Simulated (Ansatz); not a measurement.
NiO: course of a relaxation

Theory: DFT r2SCAN, scalar-relativistic, plane waves, PAW in Ansatz. Settings: 500 eV cutoff, 10×10×8 k-mesh, Gaussian smearing of 0.02 eV, collinear spin.

What was changed: uniaxial strain along c, with a, b and atoms relaxed: -2.0 %.

With moments and this functional the run may sit in a state above the lowest one.

Command:

```bash
ansatz run input.yaml --threads 1 --pin off --max-ram 2560MiB --backend cpu --events-out ev --progress --plain --runs-dir out
```

Input:

```yaml
crystal:
  lattice:
    - [2.1047699895, 2.1047699895, 0.0]
    - [-2.1047699895, 2.1047699895, 0.0]
    - [0.0, 0.0, 4.1048250541]
  atoms:
    - { symbol: Ni, position: [0.0, 0.0, 0.0], spin: 1.84 }
    - { symbol: Ni, position: [0.5, 0.5, 0.5], spin: 1.84 }
    - { symbol: O, position: [0.5, 0.5, 0.0], spin: 0.31 }
    - { symbol: O, position: [0.0, 0.0, 0.5], spin: 0.31 }
basis:
  ecutwfc: 500
kpoints:
  mp_grid: { grid: [10, 10, 8] }
hamiltonian:
  xc: r2scan
scf:
  occupations: { method: gaussian, width: 0.02 }
output:
  forces: true
  stress: true
  eigenvalues: true
  populations: true
  write_density: true
  write_potential: true
  elf: true
  volumetric_format: npy
magnetization:
  spin_polarized: true
relax:
  adjacent_minimum: "off"
  f_tol: 0.008
  max_steps: 40
  cell: { stress_tol: 0.015, fix: [c, angles] }
```

F is the free energy. Steps run on the plane waves of an earlier cell, but the last one, and at times one on the way, on a freshly chosen basis, so a repeated geometry can differ a little in energy. The held parts of the cell keep their stress, so P needn't end at zero.

Steps:

```tsv
step	F − F(1) (eV)	largest force component (eV/Å)	V (Å³/atom)	P (GPa)
1	0.0000	0.000	9.092	2.53
2	0.0000	0.000	9.096	2.45
3	0.0000	0.000	9.100	2.36
4	0.0000	0.000	9.100	2.36
```

Relaxed structure:

```yaml
crystal:
  lattice:
    - [2.10561, 2.10561, 0.00000]
    - [-2.10561, 2.10561, 0.00000]
    - [0.00000, 0.00000, 4.10483]
  atoms:
    - { symbol: Ni, position: [0.00000, 0.00000, 0.00000] }
    - { symbol: Ni, position: [0.50000, 0.50000, 0.50000] }
    - { symbol: O, position: [0.50000, 0.50000, 0.00000] }
    - { symbol: O, position: [0.00000, 0.00000, 0.50000] }
```

The structure is tetragonal, space group I4/mmm (No. 139). The conventional cell has a = 2.978 Å, b = 2.978 Å, c = 4.105 Å, α = 90.00°, β = 90.00°, γ = 90.00°. Ni (site symmetry 4/mmm) has 6 O at 2.05 to 2.11 Å as nearest neighbours. Around O (site symmetry 4/mmm) lie 6 Ni at 2.05 to 2.11 Å.

The run converged. It took 100 s on 1 thread of Oxide Virtual Turin-like Processor (Zen 5) (shared host), peak memory 0.65 GiB.